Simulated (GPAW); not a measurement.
# Br (P-1) in GPAW: single point with PBE

Aim: the single point of Br with PBE.

Everything below comes from runs of GPAW 26.7.0. Logs are shortened: lines on timing, memory, paths and dates and some standing lists are left out, and cuts for length are marked. The log counts tension as positive stress, the text compression.

### Step 1. The cell of the first run

The typed cell holds 1 atom: a = 4.156 Å, b = 4.192 Å, c = 4.202 Å, α = 144.27°, β = 131.46°, γ = 61.81°.

### Step 2. Single point, PBE (cell strained at random at fixed volume)

Input file run.py:

```python
from ase.dft.bandgap import bandgap
from ase.io import read, write
from ase.units import GPa
from gpaw import GPAW, PW

atoms = read('POSCAR')

calc = GPAW(mode=PW(600),
            xc='PBE',
            kpts={'size': (13, 13, 13), 'gamma': True},
            occupations={'name': 'fermi-dirac', 'width': 0.05},
            nbands=10,
            convergence={'density': 1e-05, 'energy': 1e-05},
            maxiter=150,
            txt='gpaw.txt')
atoms.calc = calc
energy = atoms.get_potential_energy()
forces = atoms.get_forces()
stress = atoms.get_stress()
calc.write('gs.gpw')
write('result.traj', atoms)
print(f'Energy: {energy:.6f} eV')
print('Forces (eV/A):')
print(forces.round(4))
print('Stress (GPa):', (stress / GPa).round(3))
print('Fermi level:', round(calc.get_fermi_level(), 4), 'eV')
print(f'Gap: {bandgap(calc)[0]:.4f} eV, direct: {bandgap(calc, direct=True)[0]:.4f} eV')
```

Input file POSCAR:

```
Br
1.0
   -1.2908950000      1.6896940000      3.5706610000
    1.2793800000     -1.7420600000      3.5916920000
    1.2955680000      1.7455560000     -3.5958340000
Br
1
Direct
   -0.0025580000     -0.0172150000     -0.0135570000
```

Potentials or basis: GPAW PAW data sets (gpaw-data 1.2.1), pw.

Started as:

```
OMP_NUM_THREADS=1 python run.py
```

gpaw.txt:

```text
__  _  _
 | _ |_)|_||  |
 |__||  | ||/\| - 26.7.0

Input parameters:
  mode=PW(ecut=600.0),
  convergence={'density': 1e-05, 'energy': 1e-05},
  kpts=MonkhorstPack(size=(13, 13, 13), gamma=True),
  maxiter=150,
  nbands=10,
  occupations=Occupations(name='fermi-dirac', width=0.05),
  xc=XC(name='PBE')

Diagonalizing LCAO Hamiltonian
Converting LCAO to pw mode

       Br

Atoms  # Å, Bohr magnetons
|   | symbol |         x |        y |         z |    initial magnetic moments |
|---|--------|-----------|----------|-----------|-----------------------------|
| 0 |     Br | -0.036286 | 0.002003 | -0.022216 | ( 0.0000,  0.0000,  0.0000) |

Unit cell  # Å
| periodic |         x |         y |         z |  lengths |     angles |
|----------|-----------|-----------|-----------|----------|------------|
|      yes | -1.290895 |  1.689694 |  3.570661 | 4.155851 | 144.270712 |
|      yes |  1.279380 | -1.742060 |  3.591692 | 4.191878 | 131.463498 |
|      yes |  1.295568 |  1.745556 | -3.595834 | 4.201843 |  61.809702 |

Number of symmetries: 1
Symmetry operations  # r_c * U_cc + t_c -> r_c
|   | kind |            matrix            |
|---|------|------------------------------|
| 0 |  E   |  1, 0, 0,  0, 1, 0,  0, 0, 1 |

BZ-sampling:
  Number of BZ points: 2197
  Number of IBZ points: 1099

  Monkhorst-Pack size: [13, 13, 13]
  Monkhorst-Pack shift: [0, 0, 0]

K-points  # in reciprocal-cell coordinates
|      |                                coordinates |     weight |
|------|--------------------------------------------|------------|
|    0 | (  0.00000000,   0.00000000,   0.00000000) | 0.00045517 |
|    1 | (  0.00000000,   0.00000000,   0.07692308) | 0.00091033 |
|    2 | (  0.00000000,   0.00000000,   0.15384615) | 0.00091033 |
|    3 | (  0.00000000,   0.00000000,   0.23076923) | 0.00091033 |
|    4 | (  0.00000000,   0.00000000,   0.30769231) | 0.00091033 |
|    5 | (  0.00000000,   0.00000000,   0.38461538) | 0.00091033 |
|    6 | (  0.00000000,   0.00000000,   0.46153846) | 0.00091033 |
|    7 | (  0.00000000,   0.07692308,  -0.46153846) | 0.00091033 |
|    8 | (  0.00000000,   0.07692308,  -0.38461538) | 0.00091033 |
|    9 | (  0.00000000,   0.07692308,  -0.30769231) | 0.00091033 |
|  ... |                                            |            |
| 1098 | (  0.46153846,   0.46153846,   0.46153846) | 0.00091033 |

Plane wave coefficients: 1074
Cutoff: 600.0 eV

Spin-components: 1 (collinear spins)
Bands:           10
Projectors:      5
Spin-degeneracy: 2
Datatype:        complex128

Parallelization:
  kpt:    1
  domain: 1
  band:   1

Density:
  Valence electrons: 7.0
  Components: 1
  Grid points: [24 24 24]
  Charge: 0.0  # |e|

Potential:
  Grid points: [24 24 24]

species:
  Br:
    name:    Bromine
    Z:       35.0
    valence: 7
    core:    28
    charge:  0.0  # [|e|]
    compensation charges:
      type: gauss
      rc: 0.35  # [Å]
      lmax: 2
    cutoffs:
      filter: 1.98  # [Å]
      core: 2.38  # [Å]
    projectors
    | kind |    occ | energy [eV] | rcut [Å] |
    |------|--------|-------------|----------|
    |   4s |  2.000 |     -20.121 |    1.111 |
    |   4p |  5.000 |      -7.861 |    1.111 |
    |    s |        |       7.091 |    1.111 |
    |    p |        |      19.351 |    1.111 |
    |    d |        |       0.000 |    1.111 |

    Using partial waves for Br as LCAO basis

Reference energy: -70902.247729  # eV

eigensolver:
  PPCG
  Converge bands: occupied
  niter=2

density mixing:
  MSR1-Mixer
  Pratt-step length: 0.05
  Maximum mixing coefficient: 0.75
  Old densities: 10
  SVD Regularization: 0.005
  Good broyden scale: 1.0
  Trust region scale: 1.0
  Backstep threshold: 4.0
  History deletion threshold: 6.0
  Fourier metric: weight=20.0, sigma=0.015

occupation numbers:
  Fermi-Dirac:
    width: 0.0500  # eV

poisson solver:
  ecut: 4800.0  # eV

xc functional:
  name: PBE with 2 nearest neighbor stencil

convergence criteria:
- Maximum integral of absolute [dens]ity change: 1e-05 electrons / valence electron
- Maximum [total energy] change in last 3 cyles: 1e-05 eV / valence electron
- Maximum integral of absolute [eigenst]ate change: 4e-08 eV^2 / valence electron
maximum number of iterations: 150

SCF iterations
|iter     | |      energy | eigst |  dens |
|---------|-|-------------|-------|-------|
|iter:   1| |   -1.586811 | -0.70 |       |
|iter:   2| |   -1.578751 | -3.07 | -1.25 |
|iter:   3| |   -1.518258 | -2.50 | -1.28 |
|iter:   4| |   -1.516697 | -3.71 | -1.92 |
|iter:   5| |   -1.516762 | -5.33 | -2.56 |
|iter:   6| |   -1.516762c| -6.74 | -3.30 |
|iter:   7| |   -1.516762c| -7.99c| -4.05 |
|iter:   8| |   -1.516762c| -8.13c| -4.78 |
|iter:   9| |   -1.516762c| -9.01c| -5.50c|

Converged in 9 steps
Energy contributions relative to reference atoms: (reference = -70902.247729)

Energy contributions:
  Kinetic:           2.590826
  Coulomb:          -2.287546
  Zero:             -0.001526
  External:          0.000000
  Xc:               -1.816111
  Entropy:          -0.004811
  Spinorbit:         0.000000
  ----------------------------
  Free energy:      -1.519168
  Extrapolated:     -1.516762

dipole moment: (4.692959, 6.814792, 13.816599)  # |e|*Ang

Fermi level: 1.073
Eigenvalues  # (at kpt = [0.000, 0.000, 0.000])
| band index |      eig [eV] | occ [0-2] |
|------------|---------------|-----------|
|          0 |       -14.668 |     2.000 |
|          1 |        -0.771 |     2.000 |
|          2 |        -0.019 |     2.000 |
|          3 |         5.053 |     0.000 |
|          4 |         6.550 |     0.000 |
|          5 |        10.442 |     0.000 |
|          6 |        13.287 |     0.000 |
|          7 |        14.140 |     0.000 |
|          8 |        15.827 |     0.000 |
|          9 |        21.355 |     0.000 |

No gap
No difference between direct/indirect transitions

Forces  # eV/Ang
|        x |       y |       z |
|----------|---------|---------|
| -0.00000 | 0.00000 | 0.00000 |  # Br   0

Stress tensor  # eV/Ang^3
|         x |         y |         z |
|-----------|-----------|-----------|
| -0.008233 |  0.000102 | -0.000034 |
|  0.000102 | -0.007743 | -0.000235 |
| -0.000034 | -0.000235 | -0.007183 |

# Writing to gs.gpw (mode='')
```

Wall time 4.1 min (1 thread of Intel Xeon Platinum 8488C (Sapphire Rapids), shared host); peak memory 0.5 GiB.

Results:

- Free energy: -1.5192 eV
- Pressure: 1.2 GPa
- Band gap on the k mesh: none (metal or under the smearing width)

Caveat: an odd number of electrons without spin polarisation forces a metal; a magnetic or distorted state may lie lower; the program warned that so skewed a cell can give wrong results.
